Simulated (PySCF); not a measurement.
Match the calculated data to a structure.

All candidates are C7H10.

* Dipole: 0.33 D [wB97X-D/def2-SVPD]
* Rotational structure: rotational constants A, B, C: 3.996, 3.498, 3.081 GHz [GFN2-xTB]
* Polarisability: 73.0 au [wB97X-D/def2-SVPD]
* Triplet: lowest triplet excitation (Tamm–Dancoff): 4.30 eV [TDA wB97X-D/def2-SVPD]
* UV, first state: lowest singlet excitation: 6.71 eV (185 nm, f = 0.129) [TDDFT wB97X-D/def2-SVPD]

Gas-phase values; electronic properties from PySCF, density fitting. Levels stand in brackets. Geometry: GFN2-xTB; no solvent, vibrations or thermal averaging.

Problem. Which candidate is it?
A. `C=CC(=C)/C=C/C`
B. `CC1(C2CC2)C=C1`
C. `C=C[C@H]1CC12CC2`
D. `C1=C[C@H]2CC[C@@H]1C2`

Solution. D. It is `C1=C[C@H]2CC[C@@H]1C2`. Numbering: `[CH:1]1=[CH:2][C@H:3]2[CH2:4][CH2:5][C@@H:6]1[CH2:7]2`. Its formula, C7H10, gives 3 degrees of unsaturation: 2 rings and 1 π bond in the structure found. The optimised geometry has point group Cs and is an asymmetric top.

The others, at the same levels:
- `C=C[C@H]1CC12CC2` fails: its computed lowest singlet excitation is 6.91 eV (179 nm, f = 0.587) (against 6.71 eV), static isotropic polarisability is 81.6 au (against 73.0 au) and rotational constant A is 5.593 GHz (against 3.996 GHz).
- `C=CC(=C)/C=C/C` fails: its computed lowest singlet excitation is 5.33 eV (232 nm, f = 0.353) (against 6.71 eV), lowest triplet excitation (Tamm–Dancoff) is 3.13 eV (against 4.30 eV) and static isotropic polarisability is 89.9 au (against 73.0 au).
- `CC1(C2CC2)C=C1` fails: its computed lowest singlet excitation is 5.93 eV (209 nm, f = 0.004) (against 6.71 eV), static isotropic polarisability is 75.7 au (against 73.0 au) and rotational constant A is 4.415 GHz (against 3.996 GHz).

Each candidate is one conformer, not necessarily the lowest. The conformers computed, where there is a choice (atom-mapped SMILES and torsion angles):
- `[CH2:1]=[CH:2][C@H:3]1[CH2:4][C:5]12[CH2:6][CH2:7]2`: C1–C2–C3–C4 145°
- `[CH2:1]=[CH:2][C:3](=[CH2:4])/[CH:5]=[CH:6]/[CH3:7]`: C1–C2–C3–C4 -148°, C2–C3–C5–C6 27°
- `[CH3:1][C:2]1([CH:3]2[CH2:4][CH2:5]2)[CH:6]=[CH:7]1`: C1–C2–C3–C4 -87°

The conformers of `C1=C[C@H]2CC[C@@H]1C2` aren't listed.
